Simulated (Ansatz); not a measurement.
## Ru and the effect of the choice of potentials or basis

```cif
data_structure
_symmetry_space_group_name_H-M 'P6_3/mmc'
_symmetry_Int_Tables_number 194
_cell_length_a 2.7058
_cell_length_b 2.7058
_cell_length_c 4.2819
_cell_angle_alpha 90.000
_cell_angle_beta 90.000
_cell_angle_gamma 120.000
_cell_volume 27.15
loop_
_atom_site_label
_atom_site_type_symbol
_atom_site_symmetry_multiplicity
_atom_site_Wyckoff_symbol
_atom_site_fract_x
_atom_site_fract_y
_atom_site_fract_z
_atom_site_occupancy
Ru1 Ru 2 c 0.66667 0.33333 0.75000 1
```

Kept alike: task equation of state; functional PBE; k mesh 11 × 11 × 6; occupations fermi-dirac, width 0.05 eV; no spin polarisation. Program: Ansatz. Cutoffs run from 420 to 1800 eV. The mesh is that of the run's cell of 2 atoms. No spin-orbit coupling.

```csv
choice of potentials or basis,volume (Å³/atom),bulk modulus (GPa)
Ansatz NC,13.767,312.1
Ansatz PAW,13.769,311.8
Ansatz PAW (files of its older set among them),13.767,311.7
JTH PAW,13.763,309.8
PseudoDojo standard,13.789,311.8
PseudoDojo stringent,13.789,311.8
SPMS NC,13.795,312.9
```

For a metal such a mesh leaves the last digits unconverged. Volume and modulus come from cells scaled at fixed shape and fractions; off cubic symmetry such a modulus can lie above the relaxed one.

The volume runs from 13.763 (JTH PAW) to 13.795 Å³/atom (SPMS NC). The bulk modulus runs from 309.8 (JTH PAW) to 312.9 GPa (SPMS NC).
